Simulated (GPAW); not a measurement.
# Al3Cu (P4/mmm) in GPAW: equation of state

Aim: energy against volume of Al3Cu in PBEsol, for its equilibrium volume and stiffness.

All numbers are computed with GPAW 26.7.0; they aren't measurements. Logs are shortened: lines on timing, memory, paths and dates and some standing lists are left out, and cuts for length are marked. The log counts tension as positive stress, the text compression.

**1. The structure**

Symmetry: P4/mmm, No. 123, tetragonal system. The conventional cell has a = 2.778 Å, b = 2.778 Å, c = 7.513 Å, α = 90.00°, β = 90.00°, γ = 90.00°. Cu (site symmetry 4/mmm) is surrounded by 8 Al at 2.60 Å and 4 Cu at 2.78 Å. Al (site symmetry 4mm) is surrounded by 4 Cu at 2.60 Å and 8 Al at 2.78 to 2.85 Å. Around Al (site symmetry 4/mmm) lie 12 Al at 2.78 to 2.85 Å.

The cell comes from a database or a generator and needn't be the stable form of this composition.

**2. Equation of state, PBEsol**

run.py

```python
from ase import Atoms
from ase.eos import EquationOfState
from ase.io import Trajectory
from ase.units import GPa
from gpaw import GPAW, PW, setup_paths

setup_paths.insert(0, '.')

atoms = Atoms(['Cu', 'Al', 'Al', 'Al'],
              cell=[[2.7784054294, 0.0, 0.0],
                    [0.0, 2.7784054294, 0.0],
                    [0.0, 0.0, 7.51340341]],
              scaled_positions=[[0.0, 0.0, 0.0],
                                [0.5, 0.5, 0.77388449],
                                [0.5, 0.5, 0.22611551],
                                [0.0, 0.0, 0.5]],
              pbc=True)

traj = Trajectory('eos.traj', 'w')
volumes, energies = [], []
for x in [0.94, 0.96, 0.98, 1.0, 1.02, 1.04, 1.06]:
    a = atoms.copy()
    a.set_cell(atoms.cell * x**(1 / 3), scale_atoms=True)
    calc = GPAW(mode=PW(600),
                xc='PBEsol',
                kpts={'size': (10, 10, 4), 'gamma': True},
                occupations={'name': 'fermi-dirac', 'width': 0.05},
                nbands=22,
                convergence={'density': 1e-05, 'energy': 1e-05},
                maxiter=150,
                txt=f'eos-{x:.2f}.txt')
    a.calc = calc
    energies.append(a.get_potential_energy(force_consistent=True))
    volumes.append(a.get_volume())
    p = -a.get_stress()[:3].mean() / GPa
    calc.write(f'eos-{x:.2f}.gpw')
    traj.write(a)
    print(f'{x:.2f} {volumes[-1]:10.4f} A^3 {energies[-1]:14.6f} eV {p:9.3f} GPa', flush=True)

v0, e0, B = EquationOfState(volumes, energies, eos='birchmurnaghan').fit()
print(f'V0 = {v0:.4f} A^3, E0 = {e0:.6f} eV, B0 = {B / GPa:.2f} GPa')
```

Potentials or basis: PAW data sets generated in the run's folder for this functional, pw.

Launch:

```
$ gpaw-setup -f PBEsol Al Cu
$ OMP_NUM_THREADS=1 python run.py
```

Output:

```text
__  _  _
 | _ |_)|_||  |
 |__||  | ||/\| - 26.7.0

Input parameters:
  mode=PW(ecut=600.0),
  convergence={'density': 1e-05, 'energy': 1e-05},
  kpts=MonkhorstPack(size=(10, 10, 4), gamma=True),
  maxiter=150,
  nbands=22,
  occupations=Occupations(name='fermi-dirac', width=0.05),
  xc=XC(name='PBEsol')

Diagonalizing LCAO Hamiltonian
Converting LCAO to pw mode
   .------.
  /|      |
 * |      |
 | | Al   |
 | |      |
 | |      |
 Al|      |
 | |      |
 | | Al   |
 | .------.
 |/      /
 Cu-----*

Atoms  # Å, Bohr magnetons
|   | symbol |        x |        y |        z |    initial magnetic moments |
|---|--------|----------|----------|----------|-----------------------------|
| 0 |     Cu | 0.000000 | 0.000000 | 0.000000 | ( 0.0000,  0.0000,  0.0000) |
| 1 |     Al | 1.370427 | 1.370427 | 5.735922 | ( 0.0000,  0.0000,  0.0000) |
| 2 |     Al | 1.370427 | 1.370427 | 1.675936 | ( 0.0000,  0.0000,  0.0000) |
| 3 |     Al | 0.000000 | 0.000000 | 3.705929 | ( 0.0000,  0.0000,  0.0000) |

Unit cell  # Å
| periodic |        x |        y |        z |  lengths |    angles |
|----------|----------|----------|----------|----------|-----------|
|      yes | 2.740855 | 0.000000 | 0.000000 | 2.740855 | 90.000000 |
|      yes | 0.000000 | 2.740855 | 0.000000 | 2.740855 | 90.000000 |
|      yes | 0.000000 | 0.000000 | 7.411858 | 7.411858 | 90.000000 |

Number of symmetries: 16
Symmetry operations  # r_c * U_cc + t_c -> r_c
|    | kind |            matrix            |
|----|------|------------------------------|
|  0 |  E   |  1, 0, 0,  0, 1, 0,  0, 0, 1 |
|  1 |  σ   |  1, 0, 0,  0, 1, 0,  0, 0,-1 |
|  2 |  σ   |  1, 0, 0,  0,-1, 0,  0, 0, 1 |
|  3 |  C2  |  1, 0, 0,  0,-1, 0,  0, 0,-1 |
|  4 |  σ   |  0, 1, 0,  1, 0, 0,  0, 0, 1 |
|  5 |  C2  |  0, 1, 0,  1, 0, 0,  0, 0,-1 |
|  6 |  C4  |  0, 1, 0, -1, 0, 0,  0, 0, 1 |
|  7 |  S4  |  0, 1, 0, -1, 0, 0,  0, 0,-1 |
|  8 |  C4  |  0,-1, 0,  1, 0, 0,  0, 0, 1 |
|  9 |  S4  |  0,-1, 0,  1, 0, 0,  0, 0,-1 |
| 10 |  σ   |  0,-1, 0, -1, 0, 0,  0, 0, 1 |
| 11 |  C2  |  0,-1, 0, -1, 0, 0,  0, 0,-1 |
| 12 |  σ   | -1, 0, 0,  0, 1, 0,  0, 0, 1 |
| 13 |  C2  | -1, 0, 0,  0, 1, 0,  0, 0,-1 |
| 14 |  C2  | -1, 0, 0,  0,-1, 0,  0, 0, 1 |
| 15 |  i   | -1, 0, 0,  0,-1, 0,  0, 0,-1 |

BZ-sampling:
  Number of BZ points: 400
  Number of IBZ points: 63

  Monkhorst-Pack size: [10, 10, 4]
  Monkhorst-Pack shift: [0.05, 0.05, 0.125]

K-points  # in reciprocal-cell coordinates
|     |                                coordinates |     weight |
|-----|--------------------------------------------|------------|
|   0 | (  0.00000000,   0.00000000,   0.00000000) | 0.00250000 |
|   1 | (  0.00000000,   0.00000000,   0.25000000) | 0.00500000 |
|   2 | (  0.00000000,   0.00000000,   0.50000000) | 0.00250000 |
|   3 | (  0.10000000,   0.00000000,   0.00000000) | 0.01000000 |
|   4 | (  0.10000000,   0.00000000,   0.25000000) | 0.02000000 |
|   5 | (  0.10000000,   0.00000000,   0.50000000) | 0.01000000 |
|   6 | (  0.10000000,   0.10000000,   0.00000000) | 0.01000000 |
|   7 | (  0.10000000,   0.10000000,   0.25000000) | 0.02000000 |
|   8 | (  0.10000000,   0.10000000,   0.50000000) | 0.01000000 |
|   9 | (  0.20000000,   0.00000000,   0.00000000) | 0.01000000 |
| ... |                                            |            |
|  62 | (  0.50000000,   0.50000000,   0.50000000) | 0.00250000 |

Plane wave coefficients: 1901
Cutoff: 600.0 eV

Spin-components: 1 (collinear spins)
Bands:           22
Projectors:      21
Spin-degeneracy: 2
Datatype:        complex128

Parallelization:
  kpt:    1
  domain: 1
  band:   1

Density:
  Valence electrons: 20.0
  Components: 1
  Grid points: [16 16 42]
  Charge: 0.0  # |e|

Potential:
  Grid points: [16 16 42]

species:
  Cu:
    name:    Copper
    Z:       29.0
    valence: 11
    core:    18
    charge:  0.0  # [|e|]
    compensation charges:
      type: gauss
      rc: 0.33  # [Å]
      lmax: 2
    cutoffs:
      filter: 2.06  # [Å]
      core: 2.43  # [Å]
    projectors
    | kind |    occ | energy [eV] | rcut [Å] |
    |------|--------|-------------|----------|
    |   4s |  1.000 |      -4.607 |    1.164 |
    |   4p |  0.000 |      -0.637 |    1.164 |
    |   3d | 10.000 |      -5.060 |    1.058 |
    |    s |        |      22.604 |    1.164 |
    |    p |        |      26.574 |    1.164 |
    |    d |        |      22.151 |    1.058 |

    Using partial waves for Cu as LCAO basis

  Al:
    name:    Aluminium
    Z:       13.0
    valence: 3
    core:    10
    charge:  0.0  # [|e|]
    compensation charges:
      type: gauss
      rc: 0.34  # [Å]
      lmax: 2
    cutoffs:
      filter: 1.91  # [Å]
      core: 2.36  # [Å]
    projectors
    | kind |    occ | energy [eV] | rcut [Å] |
    |------|--------|-------------|----------|
    |   3s |  2.000 |      -7.715 |    1.085 |
    |   3p |  1.000 |      -2.689 |    1.085 |
    |    s |        |      19.497 |    1.085 |
    |    p |        |      24.522 |    1.085 |
    |    d |        |       0.000 |    1.085 |

    Using partial waves for Al as LCAO basis

Reference energy: -64754.863671  # eV

eigensolver:
  PPCG
  Converge bands: occupied
  niter=2

density mixing:
  MSR1-Mixer
  Pratt-step length: 0.05
  Maximum mixing coefficient: 0.75
  Old densities: 10
  SVD Regularization: 0.005
  Good broyden scale: 1.0
  Trust region scale: 1.0
  Backstep threshold: 4.0
  History deletion threshold: 6.0
  Fourier metric: weight=20.0, sigma=0.015

occupation numbers:
  Fermi-Dirac:
    width: 0.0500  # eV

poisson solver:
  ecut: 4800.0  # eV

xc functional:
  name: PBEsol with 2 nearest neighbor stencil

convergence criteria:
- Maximum integral of absolute [dens]ity change: 1e-05 electrons / valence electron
- Maximum [total energy] change in last 3 cyles: 1e-05 eV / valence electron
- Maximum integral of absolute [eigenst]ate change: 4e-08 eV^2 / valence electron
maximum number of iterations: 150

SCF iterations
|iter     | |      energy | eigst |  dens |
|---------|-|-------------|-------|-------|
|iter:   1| |  -20.731134 | +0.46 |       |
|iter:   2| |  -17.348469 | -1.12 | -0.64 |
|iter:   3| |  -17.025635 | -2.12 | -1.00 |
|iter:   4| |  -16.864737 | -1.88 | -1.13 |
|iter:   5| |  -16.849620 | -4.06 | -1.44 |
|iter:   6| |  -16.827255 | -3.09 | -1.56 |
|iter:   7| |  -16.827392 | -4.11 | -2.22 |
|iter:   8| |  -16.827491 | -5.14 | -2.90 |
|iter:   9| |  -16.827513c| -6.32 | -3.32 |
|iter:  10| |  -16.827510c| -6.26 | -3.53 |
|iter:  11| |  -16.827511c| -7.55c| -3.91 |
|iter:  12| |  -16.827512c| -7.48c| -4.17 |
|iter:  13| |  -16.827512c| -8.14c| -5.19c|

Converged in 13 steps
Energy contributions relative to reference atoms: (reference = -64754.863671)

Energy contributions:
  Kinetic:           6.613847
  Coulomb:          -1.247556
  Zero:              0.046684
  External:          0.000000
  Xc:              -22.235198
  Entropy:          -0.010578
  Spinorbit:         0.000000
  ----------------------------
  Free energy:     -16.832801
  Extrapolated:    -16.827512

dipole moment: (-10.758186, -10.758186, -16.359268)  # |e|*Ang

Fermi level: 8.374
Eigenvalues  # (at kpt = [0.000, 0.000, 0.000])
| band index |      eig [eV] | occ [0-2] |
|------------|---------------|-----------|
|          0 |        -3.257 |     2.000 |
|          1 |        -0.738 |     2.000 |
|          2 |        -0.395 |     2.000 |
|          3 |         3.658 |     2.000 |
|          4 |         3.765 |     2.000 |
|          5 |         4.609 |     2.000 |
|          6 |         4.609 |     2.000 |
|          7 |         5.026 |     2.000 |
|          8 |         6.565 |     2.000 |
|          9 |         9.088 |     0.000 |
|         10 |        14.649 |     0.000 |
|         11 |        15.127 |     0.000 |
|         12 |        15.127 |     0.000 |
|         13 |        16.333 |     0.000 |
|         14 |        17.572 |     0.000 |
|         15 |        17.572 |     0.000 |
|         16 |        17.797 |     0.000 |
|        ... |               |           |
|         21 |        20.612 |     0.000 |

No gap
No difference between direct/indirect transitions

Stress tensor  # eV/Ang^3
|         x |         y |         z |
|-----------|-----------|-----------|
| -0.037794 |  0.000000 |  0.000000 |
|  0.000000 | -0.037794 |  0.000000 |
|  0.000000 |  0.000000 | -0.046104 |

# Writing to eos-0.96.gpw (mode='')
```

It took 5.1 min on 1 thread of Arm Neoverse V2, shared host; peak memory 0.33 GiB.

What came out:

- Equilibrium volume: 14.73 Å³/atom
- Bulk modulus at fixed shape and positions: 103 GPa
- Pressure derivative of the bulk modulus: 4.4

Energy against volume, from the lowest point:
```tsv
volume (Å³/atom)	energy (meV/atom)
13.630	30.00
13.920	15.60
14.210	6.12
14.500	1.07
14.790	0.00
15.080	2.51
15.370	8.22
```

Caveat: with this Cu data set, volumes or pressures lay over 1.5 % or 2 GPa off other programs in two to four cells of ten; the cell was scaled at fixed shape and fractional positions, which overstates the stiffness of a crystal with free parameters, most of all of layers and chains.
